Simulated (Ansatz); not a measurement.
## Symmetry broken, then relaxed in AlGa3N4

Theory: DFT r2SCAN, scalar-relativistic, plane waves, PAW (Ansatz). Cutoff 500 eV, Γ-centred 6×6×6 k-points, Gaussian smearing of 0.05 eV. No spin polarisation. Energies are free energies at this smearing, counted from the undisturbed cell; pressure is positive in compression.

Reference structure (relaxed at this level; it needn't be the usual structure):

```
Al Ga N
1.0
     4.46534    0.00000    0.00000
     0.00000    4.46534    0.00000
     0.00000    0.00000    4.46534
Al Ga N
1 3 4
Direct
  0.00000 0.00000 0.00000
  0.50000 0.50000 0.00000
  0.50000 0.00000 0.50000
  0.00000 0.50000 0.50000
  0.75535 0.75535 0.24465
  0.75535 0.24465 0.75535
  0.24465 0.75535 0.75535
  0.24465 0.24465 0.24465
```

The atoms are displaced (Å, in the unstrained cell):

| atom | ux | uy | uz |
| --- | --- | --- | --- |
| Al1 | 0.035 | -0.009 | -0.092 |
| Ga2 | 0.010 | -0.155 | 0.093 |
| Ga3 | -0.007 | 0.203 | 0.226 |
| Ga4 | 0.046 | 0.084 | 0.020 |
| N5 | -0.133 | 0.121 | -0.062 |
| N6 | 0.203 | -0.076 | -0.061 |
| N7 | -0.011 | -0.011 | -0.043 |
| N8 | -0.142 | -0.158 | -0.081 |

Cell and atoms are then relaxed.

Task: Does the relaxation return to the undisturbed structure?

Result: Yes (up to a choice of domain or origin): same space group and volume, and an energy 0.0 meV/atom from it. The disturbance itself cost 285.9 meV/atom. The final space group reads P-43m (tolerance 0.05 Å) and the volume changes by -0.02 %.

Final structure:

```
Al Ga N
1.0
     4.46394    0.00011    0.00016
     0.00011    4.46505   -0.00017
     0.00016   -0.00017    4.46600
Al Ga N
1 3 4
Direct
  0.99999 0.00002 0.99999
  0.50000 0.50000 0.00001
  0.50000 0.00000 0.50000
  0.00000 0.50001 0.50000
  0.75534 0.75532 0.24469
  0.75532 0.24468 0.75530
  0.24468 0.75531 0.75532
  0.24468 0.24467 0.24469
```

The relaxation, step by step (energy from the first step; small jumps at an unchanged geometry come where the plane waves are selected anew for the new cell):

```tsv
step	ΔE (meV/atom)	largest force component (eV/Å)	pressure (GPa)
1	0.0	3.846	4.46
2	-214.4	1.908	0.68
3	-264.4	0.589	-3.10
4	-285.8	0.034	-0.11
5	-285.9	0.004	0.05
6	-285.9	0.005	0.06
```

Frames along the relaxation (Å, eV/Å):

```xyz
8
Lattice="4.465 0.000 0.000 0.000 4.465 0.000 0.000 0.000 4.465" Properties=species:S:1:pos:R:3:forces:R:3 pbc="T T T" step=1
Al    0.035   -0.009   -0.092   -1.386   -3.368    1.395
Ga    2.243    2.078    0.093    0.218    1.951   -0.183
Ga    2.225    0.203    2.458   -1.177   -3.269   -3.846
Ga    0.046    2.317    2.253   -1.427   -0.183   -2.642
N     3.240    3.494    1.031    0.868   -1.617    0.853
N     3.576    1.017    3.312   -2.120    3.237    0.262
N     1.081    3.362    3.330    1.765   -0.288    1.024
N     0.951    0.934    1.011    3.259    3.536    3.138
8
Lattice="4.490 -0.008 -0.013 -0.008 4.448 0.001 -0.013 0.001 4.484" Properties=species:S:1:pos:R:3:forces:R:3 pbc="T T T" step=2
Al    0.026    0.017   -0.042   -0.711   -1.642    0.464
Ga    2.239    2.170    0.062   -0.044    0.439   -0.741
Ga    2.264    0.052    2.336   -0.790   -1.087   -1.908
Ga   -0.007    2.281    2.259   -0.515   -0.738   -1.417
N     3.349    3.391    1.050    0.149   -0.325    0.698
N     3.467    1.038    3.358   -1.265    1.764    0.175
N     1.044    3.353    3.353    1.474    0.019    0.822
N     1.024    1.020    1.039    1.701    1.571    1.907
8
Lattice="4.355 0.010 0.010 0.010 4.670 -0.009 0.010 -0.009 4.446" Properties=species:S:1:pos:R:3:forces:R:3 pbc="T T T" step=3
Al   -0.006   -0.011    0.008    0.158    0.507   -0.128
Ga    2.186    2.353   -0.004    0.004   -0.223    0.024
Ga    2.166   -0.018    2.206    0.230    0.365    0.405
Ga   -0.002    2.319    2.220    0.196    0.131    0.196
N     3.301    3.522    1.092    0.181    0.136   -0.077
N     3.283    1.154    3.356    0.314   -0.457    0.141
N     1.099    3.521    3.361   -0.495    0.040   -0.133
N     1.099    1.171    1.104   -0.589   -0.498   -0.428
8
Lattice="4.456 -0.002 -0.003 -0.002 4.466 0.003 -0.003 0.003 4.477" Properties=species:S:1:pos:R:3:forces:R:3 pbc="T T T" step=4
Al    0.001    0.000   -0.001   -0.011   -0.011    0.007
Ga    2.227    2.231    0.000    0.008    0.009    0.007
Ga    2.227   -0.001    2.238   -0.005    0.008   -0.007
Ga   -0.001    2.234    2.239   -0.014    0.011    0.009
N     3.363    3.374    1.095   -0.013   -0.031    0.019
N     3.363    1.094    3.381   -0.016    0.013   -0.028
N     1.085    3.376    3.384    0.016   -0.021   -0.024
N     1.087    1.092    1.095    0.034    0.023    0.017
8
Lattice="4.464 0.000 0.000 0.000 4.465 0.000 0.000 0.000 4.466" Properties=species:S:1:pos:R:3:forces:R:3 pbc="T T T" step=5
Al    0.000    0.000    0.000    0.000   -0.001    0.001
Ga    2.232    2.233    0.000    0.000    0.000    0.000
Ga    2.232    0.000    2.233    0.000    0.000    0.000
Ga    0.000    2.232    2.233    0.000    0.000    0.000
N     3.372    3.373    1.093    0.003    0.003   -0.005
N     3.372    1.092    3.373    0.004   -0.004    0.004
N     1.092    3.372    3.373   -0.003    0.004    0.004
N     1.092    1.092    1.093   -0.003   -0.003   -0.004
8
Lattice="4.464 0.000 0.000 0.000 4.465 0.000 0.000 0.000 4.466" Properties=species:S:1:pos:R:3:forces:R:3 pbc="T T T" step=6
Al    0.000    0.000    0.000    0.000   -0.001    0.001
Ga    2.232    2.233    0.000    0.000    0.001    0.000
Ga    2.232    0.000    2.233    0.000    0.000    0.000
Ga    0.000    2.232    2.233    0.000    0.000    0.000
N     3.372    3.373    1.093    0.003    0.003   -0.005
N     3.372    1.092    3.373    0.004   -0.004    0.004
N     1.092    3.372    3.373   -0.003    0.004    0.004
N     1.092    1.092    1.093   -0.003   -0.003   -0.004
```

Cost: 3 runs of about 4.9 core-minutes in all, on Intel Xeon 6975P-C (Granite Rapids) (shared hosts).